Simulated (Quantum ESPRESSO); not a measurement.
# Au (Fm-3m) in Quantum ESPRESSO: a series of runs, part 2 of 4

Quantum ESPRESSO 7.5. The steps go on from the part before.

### Step 3. Phonons, PBE

File pw.in:

```
&CONTROL
  calculation = 'scf'
  prefix = 'pwscf'
  outdir = './tmp'
  pseudo_dir = './pseudo'
  tprnfor = .true.
  tstress = .true.
  disk_io = 'low'
/
&SYSTEM
  ibrav = 0
  nat = 1
  ntyp = 1
  ecutwfc = 70
  nbnd = 16
  occupations = 'smearing'
  smearing = 'gaussian'
  degauss = 0.00999582
/
&ELECTRONS
  conv_thr = 2d-10
  electron_maxstep = 120
  mixing_beta = 0.5
/
ATOMIC_SPECIES
Au   196.9666 Au_ONCV_PBE-1.2.upf
CELL_PARAMETERS angstrom
   0.0000000000    2.0350000000    2.0350000000
   2.0350000000    0.0000000000    2.0350000000
   2.0350000000    2.0350000000    0.0000000000
ATOMIC_POSITIONS crystal
Au     0.0000000000    0.0000000000    0.0000000000
K_POINTS automatic
11 11 11 0 0 0
```

File relax.in:

```
&CONTROL
  calculation = 'vc-relax'
  prefix = 'pwscf'
  outdir = './tmp'
  pseudo_dir = './pseudo'
  tprnfor = .true.
  tstress = .true.
  disk_io = 'low'
  nstep = 40
  forc_conv_thr = 0.0001
  etot_conv_thr = 1d-06
/
&SYSTEM
  ibrav = 0
  nat = 1
  ntyp = 1
  ecutwfc = 70
  nbnd = 16
  occupations = 'smearing'
  smearing = 'gaussian'
  degauss = 0.00999582
/
&ELECTRONS
  conv_thr = 2d-10
  electron_maxstep = 120
  mixing_beta = 0.5
/
&IONS
  ion_dynamics = 'bfgs'
/
&CELL
  cell_dynamics = 'bfgs'
  press = 0
  press_conv_thr = 0.2
/
ATOMIC_SPECIES
Au   196.9666 Au_ONCV_PBE-1.2.upf
CELL_PARAMETERS angstrom
   0.0000000000    2.0350000000    2.0350000000
   2.0350000000    0.0000000000    2.0350000000
   2.0350000000    2.0350000000    0.0000000000
ATOMIC_POSITIONS crystal
Au     0.0000000000    0.0000000000    0.0000000000
K_POINTS automatic
11 11 11 0 0 0
```

File scf2.in:

```
&CONTROL
  calculation = 'scf'
  prefix = 'pwscf'
  outdir = './tmp'
  pseudo_dir = './pseudo'
  tprnfor = .true.
  tstress = .true.
  disk_io = 'low'
/
&SYSTEM
  ibrav = 0
  nat = 1
  ntyp = 1
  ecutwfc = 70
  nbnd = 16
  occupations = 'smearing'
  smearing = 'gaussian'
  degauss = 0.00999582
/
&ELECTRONS
  conv_thr = 1d-13
  electron_maxstep = 120
  mixing_beta = 0.5
  startingpot = 'file'
  startingwfc = 'file'
/
ATOMIC_SPECIES
Au   196.9666 Au_ONCV_PBE-1.2.upf
CELL_PARAMETERS angstrom
   0.0000000000    2.0785483086    2.0785483086
   2.0785483086    0.0000000000    2.0785483086
   2.0785483086    2.0785483086    0.0000000000
ATOMIC_POSITIONS crystal
Au     0.0000000000    0.0000000000    0.0000000000
K_POINTS automatic
11 11 11 0 0 0
```

File ph.in:

```
phonons of Au
&INPUTPH
  prefix = 'pwscf'
  outdir = './tmp'
  tr2_ph = 1d-16
  fildyn = 'dyn'
  niter_ph = 60
  alpha_mix(1) = 0.4
/
0.3535533906 0.3535533906 0.3535533906
```

Potentials or basis: SG15 PBE 1.2.

The run is started by

```bash
$ OMP_NUM_THREADS=1 pw.x -in pw.in > pw.out
$ OMP_NUM_THREADS=1 pw.x -in relax.in > relax.out
$ OMP_NUM_THREADS=1 pw.x -in scf2.in > scf2.out
$ OMP_NUM_THREADS=1 ph.x -in ph.in > ph.out
```

pw.out:

```text
This program is part of the open-source Quantum ESPRESSO suite
     for quantum simulation of materials; please cite
[... 9 lines left out ...]
     --------------------
     sticks:   dense  smooth     PW     G-vecs:    dense   smooth      PW
     Sum         583     583    187                 9089     9089    1639

     Using Slab Decomposition

     bravais-lattice index     =            0
     lattice parameter (alat)  =       5.4385  a.u.
     unit-cell volume          =     113.7417 (a.u.)^3
     number of atoms/cell      =            1
     number of atomic types    =            1
     number of electrons       =        19.00
     number of Kohn-Sham states=           16
     kinetic-energy cutoff     =      70.0000  Ry
     charge density cutoff     =     280.0000  Ry
     scf convergence threshold =      2.0E-10
     mixing beta               =       0.5000
     number of iterations used =            8  plain     mixing
     Exchange-correlation= PBE
                           (   1   4   3   4   0   0   0)

     celldm(1)=   5.438489  celldm(2)=   0.000000  celldm(3)=   0.000000
     celldm(4)=   0.000000  celldm(5)=   0.000000  celldm(6)=   0.000000

     crystal axes: (cart. coord. in units of alat)
               a(1) = (   0.000000   0.707107   0.707107 )
               a(2) = (   0.707107   0.000000   0.707107 )
               a(3) = (   0.707107   0.707107   0.000000 )

     reciprocal axes: (cart. coord. in units 2 pi/alat)
               b(1) = ( -0.707107  0.707107  0.707107 )
               b(2) = (  0.707107 -0.707107  0.707107 )
               b(3) = (  0.707107  0.707107 -0.707107 )

     PseudoPot. # 1 for Au read from file:
     Au_ONCV_PBE-1.2.upf
     Pseudo is Norm-conserving, Zval = 19.0
     Generated using ONCVPSP code by D. R. Hamann
     Using radial grid of  602 points,  8 beta functions with:
                l(1) =   0
                l(2) =   0
                l(3) =   1
                l(4) =   1
                l(5) =   2
                l(6) =   2
                l(7) =   3
                l(8) =   3

     atomic species   valence    mass     pseudopotential
     Au               19.00   196.96660     Au( 1.00)

     48 Sym. Ops., with inversion, found

   Cartesian axes

     site n.     atom                  positions (alat units)
         1        Au     tau(   1) = (   0.0000000   0.0000000   0.0000000  )

     number of k points=    56  Gaussian smearing, width (Ry)=  0.0100
                       cart. coord. in units 2pi/alat
        k(    1) = (   0.0000000   0.0000000   0.0000000), wk =   0.0015026
        k(    2) = (   0.0642824   0.0642824  -0.0642824), wk =   0.0120210
        k(    3) = (   0.1285649   0.1285649  -0.1285649), wk =   0.0120210
        k(    4) = (   0.1928473   0.1928473  -0.1928473), wk =   0.0120210
        k(    5) = (   0.2571297   0.2571297  -0.2571297), wk =   0.0120210
        k(    6) = (   0.3214122   0.3214122  -0.3214122), wk =   0.0120210
[... 48 lines left out ...]
        k(   55) = (  -0.0642824  -0.4499770   0.7071068), wk =   0.0360631
        k(   56) = (   0.0000000  -0.3856946   0.6428243), wk =   0.0360631

     Dense  grid:     9089 G-vectors     FFT dimensions: (  30,  30,  30)

     Initial potential from superposition of free atoms

     starting charge      18.9775, renormalised to      19.0000
     Starting wfcs are random

     Self-consistent Calculation

     iteration #  1     ecut=    70.00 Ry     beta= 0.50
     Davidson diagonalization with overlap
     ethr =  1.00E-02,  avg # of iterations =  7.7

     Threshold (ethr) on eigenvalues was too large:
     Diagonalizing with lowered threshold

     Davidson diagonalization with overlap
     ethr =  9.11E-06,  avg # of iterations =  6.4

     total energy              =    -274.73000801 Ry
     estimated scf accuracy    <       0.00173875 Ry

     iteration #  2     ecut=    70.00 Ry     beta= 0.50
     Davidson diagonalization with overlap
     ethr =  9.15E-06,  avg # of iterations =  1.1
[... 29 lines left out ...]
     total energy              =    -274.73025918 Ry
     estimated scf accuracy    <          6.3E-10 Ry

     iteration #  7     ecut=    70.00 Ry     beta= 0.50
     Davidson diagonalization with overlap
     ethr =  3.29E-12,  avg # of iterations =  1.9

     End of self-consistent calculation

          k = 0.0000 0.0000 0.0000 (  1139 PWs)   bands (ev):

   -84.7786 -35.9891 -35.9891 -35.9891  10.9448  16.1943  16.1943  16.1943
    17.7425  17.7425  35.4031  39.4607  39.4607  39.4607  44.4327  48.9676

          k = 0.0643 0.0643-0.0643 (  1131 PWs)   bands (ev):

   -84.7776 -36.0073 -35.9918 -35.9918  11.2343  16.1025  16.2912  16.2912
    17.7013  17.7013  35.7277  37.8541  39.8075  39.8075  45.2346  47.2395

          k = 0.1286 0.1286-0.1286 (  1128 PWs)   bands (ev):
[... 96 lines left out ...]
   -84.7653 -36.1835 -36.0723 -36.0292  14.3275  15.7934  16.7707  16.7776
    18.4238  21.4182  26.1592  33.1391  36.7451  38.0395  44.4500  46.2613

          k =-0.0643-0.3214 0.3214 (  1124 PWs)   bands (ev):

   -84.7674 -36.1522 -36.0647 -36.0180  14.2736  15.8085  16.1820  16.8838
    17.7395  20.0119  29.4383  33.2732  37.3639  40.3853  42.0862  46.3197

          k = 0.0000-0.2571 0.2571 (  1119 PWs)   bands (ev):

   -84.7703 -36.1140 -36.0441 -36.0071  13.5436  15.5722  16.3940  17.0840
    17.1227  18.9686  32.3716  34.3587  38.6259  40.1091  42.8361  45.5660

          k = 0.3857 0.0000-0.0000 (  1114 PWs)   bands (ev):

   -84.7692 -36.1143 -36.0393 -36.0393  13.6621  14.9004  16.9900  17.6635
    17.6635  18.3910  35.1410  35.1410  36.3287  37.5410  38.6533  47.1586

          k = 0.4500 0.0643-0.0643 (  1121 PWs)   bands (ev):
[... 36 lines left out ...]
   -84.7625 -36.1841 -36.1010 -36.0657  14.1820  14.6337  17.5975  18.2712
    19.0849  23.4180  26.4419  29.6135  32.5974  38.8691  42.7967  47.3570

          k =-0.0000-0.5143 0.5143 (  1135 PWs)   bands (ev):

   -84.7626 -36.1624 -36.1300 -36.0564  14.4701  15.1680  16.8574  17.9149
    18.7605  24.4378  26.1167  28.3079  34.0490  38.3934  45.5235  46.7900

          k = 0.6428-0.0000 0.0000 (  1122 PWs)   bands (ev):

   -84.7624 -36.2011 -36.0750 -36.0750  13.8006  14.1282  18.8991  19.2054
    19.2054  21.2474  27.6201  31.1799  31.1799  38.1509  40.7129  48.3336

          k =-0.0000-0.6428 0.6428 (  1128 PWs)   bands (ev):

   -84.7621 -36.2002 -36.0845 -36.0743  13.8888  14.2078  18.7077  18.7719
    19.2392  22.7028  26.5622  30.2775  31.3609  38.8251  41.0814  47.9334

          k = 0.2571 0.1286 0.0000 (  1128 PWs)   bands (ev):

   -84.7728 -36.0762 -36.0227 -36.0066  12.7147  15.5513  16.5734  16.8867
    17.3031  18.2266  34.7318  36.0268  38.7503  39.4643  42.8575  44.7871

          k = 0.3214 0.1928-0.0643 (  1114 PWs)   bands (ev):

   -84.7697 -36.1238 -36.0402 -36.0153  13.6549  15.5271  16.2866  16.9739
    17.7169  18.9121  31.6421  35.1865  37.6285  39.9376  42.9408  44.7323

          k = 0.3857 0.2571-0.1286 (  1128 PWs)   bands (ev):
[... 26 lines left out ...]
   -84.7638 -36.1795 -36.0949 -36.0454  14.6934  15.4540  16.4621  17.1941
    18.7713  23.5210  24.7058  31.9453  34.3995  38.7491  44.7758  47.7408

          k =-0.0643-0.3214 0.4500 (  1128 PWs)   bands (ev):

   -84.7649 -36.1661 -36.0925 -36.0362  14.8299  15.5910  15.9484  17.2911
    18.3202  21.4986  27.6997  31.4790  35.5270  39.5230  43.3194  47.2619

          k = 0.0000-0.2571 0.3857 (  1127 PWs)   bands (ev):

   -84.7671 -36.1460 -36.0719 -36.0246  14.5667  15.3871  15.9290  17.4192
    17.6935  20.0579  30.4050  32.3319  36.6411  41.1597  41.3139  46.7804

          k = 0.5143 0.1286 0.0000 (  1118 PWs)   bands (ev):

   -84.7647 -36.1684 -36.0714 -36.0583  14.2586  14.5920  17.0927  18.4834
    18.5460  20.2206  30.2837  32.0199  32.9893  39.5002  40.4892  47.3412

          k =-0.1286-0.5143 0.6428 (  1124 PWs)   bands (ev):

   -84.7632 -36.1763 -36.0938 -36.0638  14.4210  14.8056  16.8586  18.1495
    18.9957  22.3335  27.6036  30.7752  32.2441  39.8361  42.6401  46.6341

          k =-0.0643-0.4500 0.5785 (  1123 PWs)   bands (ev):

   -84.7627 -36.1651 -36.1212 -36.0603  14.6409  15.2176  16.5124  17.7657
    18.9340  24.5525  25.5724  29.3576  32.9295  39.6235  45.1099  46.1510

          k = 0.0000-0.3857 0.5143 (  1128 PWs)   bands (ev):

   -84.7633 -36.1511 -36.1314 -36.0496  14.9817  15.5255  15.9675  17.5502
    18.5684  23.0572  28.1424  28.2224  34.2802  39.5455  44.2562  47.9404

          k =-0.0643-0.5785 0.7071 (  1131 PWs)   bands (ev):

   -84.7624 -36.1921 -36.0852 -36.0749  14.0585  14.3423  18.0223  18.6540
    19.2048  22.5492  27.2479  30.6075  31.0005  39.6995  41.0456  47.5257

          k =-0.0000-0.5143 0.6428 (  1129 PWs)   bands (ev):
[... 11 lines left out ...]
   -84.7629 -36.1616 -36.1179 -36.0608  15.0695  15.3045  15.9142  17.6337
    18.9065  23.7209  26.4946  29.9009  32.3387  40.9929  43.6582  47.6238

          k =-0.0643-0.4500 0.7071 (  1126 PWs)   bands (ev):

   -84.7623 -36.1679 -36.1126 -36.0743  14.6710  14.9783  16.5435  17.9415
    19.2026  24.2869  26.9712  29.0462  30.8722  42.1682  42.8162  45.6773

          k = 0.0000-0.3857 0.6428 (  1127 PWs)   bands (ev):

   -84.7622 -36.1482 -36.1359 -36.0730  14.8862  15.4234  16.0108  17.6295
    19.1990  25.1933  26.8984  27.8859  31.0784  42.1478  44.1346  45.9664

     the Fermi energy is    20.9625 ev

!    total energy              =    -274.73025918 Ry
     estimated scf accuracy    <          7.0E-12 Ry
     smearing contrib. (-TS)   =      -0.00011963 Ry
     internal energy E=F+TS    =    -274.73013956 Ry

     The total energy is F=E-TS. E is the sum of the following terms:
     one-electron contribution =     -86.50788490 Ry
     hartree contribution      =      52.39108128 Ry
     xc contribution           =     -25.41435967 Ry
     ewald contribution        =    -215.19897628 Ry

     convergence has been achieved in   7 iterations

     Forces acting on atoms (cartesian axes, Ry/au):

     atom    1 type  1   force =     0.00000000    0.00000000    0.00000000

     Total force =     0.000000     Total SCF correction =     0.000000

     Computing stress (Cartesian axis) and pressure

          total   stress  (Ry/bohr**3)                   (kbar)     P=      108.42
   0.00073704  -0.00000000   0.00000000          108.42       -0.00        0.00
  -0.00000000   0.00073704   0.00000000           -0.00      108.42        0.00
   0.00000000   0.00000000   0.00073704            0.00        0.00      108.42

=------------------------------------------------------------------------------=
   JOB DONE.
=------------------------------------------------------------------------------=
```

Wall time 4.2 min (1 thread of Intel Xeon Platinum 8488C (Sapphire Rapids), shared host); peak memory 0.09 GiB.

What came out:

```
Free energy                                 : -3737.9310 eV
Relaxed volume                              : 17.96 Å³/atom
Relaxed cell                                : a = 2.940 Å, b = 2.940 Å, c = 2.940 Å, α = 60.00°, β = 60.00°, γ = 60.00°
Space group after relaxing (to 0.05 Å)      : Fm-3m (No. 225)
Pressure after relaxing                     : 0.0 GPa
Band gap on the k mesh                      : none (metal or under the smearing width)
Highest phonon frequency at the q point run : 179 cm⁻¹
```

Step by step:
| step | energy change (eV) | largest force (eV/Å) | pressure (GPa) | volume (Å³) |
| --- | --- | --- | --- | --- |
| 1 | 0.0000 | 0.0000 | 10.84 | 16.85 |
| 2 | -0.0342 | 0.0000 | 1.26 | 17.80 |
| 3 | -0.0348 | 0.0000 | 0.19 | 17.94 |
| 4 | -0.0348 | 0.0000 | 0.00 | 17.96 |

Final structure:
```
CELL_PARAMETERS angstrom
0.00000 2.07855 2.07855
2.07855 0.00000 2.07855
2.07855 2.07855 0.00000
ATOMIC_POSITIONS crystal
Au 0.00000 0.00000 0.00000
```

Phonon frequencies in cm⁻¹ (negative: imaginary):
```csv
q point,frequencies
"(0.500, 0.500, 0.500)",66 66 179
```

Phonon modes at q = (0.500, 0.500, 0.500) in reciprocal lattice units:
| mode | symmetry | cm⁻¹ |
| --- | --- | --- |
| 1 | E_u | 66 |
| 2 | E_u | 66 |
| 3 | A_2u | 179 |

Caveat: the q point doesn't lie on the k mesh, which can shift a metal's frequencies strongly unless the mesh is converged.

(Continued in part 3 of 4.)
